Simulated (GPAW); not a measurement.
Pd:

```
Pd
1.0
     2.78367    0.00000    0.00000
    -1.39183    2.41072    0.00000
     0.00000    0.00000    4.62889
Pd
2
Direct
  0.33333 0.66667 0.25000
  0.66667 0.33333 0.75000
```

This isn't the form of Pd at room conditions, which is fcc.

| Quantity | Value |
| --- | --- |
| Program | GPAW 26.7.0 |
| Task | relaxation of cell and atoms |
| Functional | PBEsol |
| Dispersion | D3(BJ)+ATM |
| Potentials or basis | PAW data sets generated in the run's folder for this functional |
| Cutoff | 600 eV |
| Basis | pw |
| k mesh | 8 × 8 × 4 |
| Occupations | fermi-dirac, width 0.05 eV |
| Spin | no spin polarisation |

At the start: pressure -14.5 GPa; volume 15.53 Å³/atom.

Task: Where does the relaxation end?

Result: Over 5 steps the energy falls by 62.0 meV/atom and the volume is 14.30 Å³/atom (-7.9 %); space group P6_3/mmc (No. 194, to 0.05 Å).

The path:
```
step  energy change (eV)  largest force (eV/Å)  pressure (GPa)  volume (Å³)
   1              0.0000                0.0000          -14.51        31.06
   2             -0.0719                0.0000          -10.00        30.14
   3             -0.1227                0.0000            1.96        28.36
   4             -0.1239                0.0000           -0.18        28.63
   5             -0.1240                0.0000            0.00        28.61
```

Final structure:
```
Pd
1.0
     2.70708    0.00000    0.00000
    -1.35354    2.34440    0.00000
     0.00000    0.00000    4.50785
Pd
2
Direct
  0.33333 0.66667 0.25000
  0.66667 0.33333 0.75000
```

Caveat: later steps reuse the first step's grids; pairwise dispersion overbinds metals, which lowers pressure and volume.
